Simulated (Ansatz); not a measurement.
# HfC: the change of pressure with volume scale

Results calculated with Ansatz 0.2.0, not measured. Periodic Kohn-Sham DFT of a crystal at fixed atoms, scaled to volume_scale times the given cell; pressure positive in compression, energy less spherical unpolarised free atoms, largest_vzz the field gradient of largest size among the nuclei.

The cell before it is scaled or strained (space group Fm-3m, No. 225):
```
CELL_PARAMETERS angstrom
0.00000 2.32500 2.32500
2.32500 0.00000 2.32500
2.32500 2.32500 0.00000
ATOMIC_POSITIONS crystal
Hf 0.50000 0.50000 0.50000
C 0.00000 0.00000 0.00000
```

Settings of every row: method all-electron PAW; functional PBE; relativity scalar; k mesh 15x15x15; filling fermi-dirac; smearing width 0.05 eV; nucleus gaussian.

Atom start moment: 0 on all atoms.

Limits: no spin-orbit coupling on heavy atoms.

```
row  volume scale  V (Å³/atom)  pressure (GPa)
  1          0.94       11.814          16.632
  2          0.98       12.317           5.179
  3          0.99       12.442           2.654
  4          1.01       12.694          -2.035
  5          1.02       12.819               ?
  6          1.06       13.322          -11.92
```

Question: what pressure should row 5 give?

Worked fit of pressure. Take u = (V_r/V)^(2/3) − 1 with V_r = 12.442 Å³ an atom, which is twice the finite (Eulerian) strain; such expansions in the strain, on which the Birch-Murnaghan equation of state is built, carry the rest volume and the bulk modulus. The shown rows have u = 0.03513, 0.00675, 0, -0.01328, -0.04454. Least squares give pressure = 2.6654 + 366.602 × u + 879.82 × u² GPa; a straight line predicts inner rows, each left out in turn, worse (root mean square 0.68 against 0.016 GPa). The rows lie off it by 0.002, -0.001, -0.011, 0.013, -0.002 (root mean square 0.0077 GPa). The pressure vanishes at u = -0.0074, or V = 12.58 Å³ an atom, and there the bulk modulus at fixed shape and fractions is B = −V dP/dV = (2/3)(1 + u) dP/du = 234 GPa. The withheld row has u = -0.0197, so the fit gives 2.6654 + 366.602 × (-0.0197) + 879.82 × (-0.0197)² = -4.215 GPa.

The calculation gave -4.211 GPa. The fit lies 0.004 GPa (0.014 % of the column's range) below it; its largest miss of a shown row is 0.013 GPa.
